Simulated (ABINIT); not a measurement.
The system is SrO.

```xyz
2
Lattice="0.0000 2.5663 2.5663 2.5663 0.0000 2.5663 2.5663 2.5663 0.0000" Properties=species:S:1:pos:R:3 pbc="T T T"
Sr    2.5663    2.5663    2.5663
O     0.0000    0.0000    0.0000
```

Base run:

| Quantity | Value |
| --- | --- |
| Program | ABINIT 10.8.3 (patched build) |
| Functional | PBE |
| Potentials or basis | JTH PAW PBE v2.0 |
| Cutoff | 626 eV |
| k mesh | 9 × 9 × 9 |
| Occupations | fermi-dirac, width 0.05 eV |
| Spin | no spin polarisation |

Its results: band gap on the k mesh 3.37 eV, indirect (least direct gap 3.45 eV); pressure 3.0 GPa.

Task: The run is repeated on the same cell with these changes: functional from PBE to SOGGA. What comes out?

Result: Band gap on the k mesh 3.21 eV, indirect (least direct gap 3.29 eV); pressure -1.2 GPa.

SOGGA binds more tightly than PBE, so the same cell stands under less pressure.

Caveats: an odd mesh through Γ misses points on the zone boundary, where band edges often lie (some runs); the PAW data sets were made with another functional, which shifts forces and pressure a little (some runs).
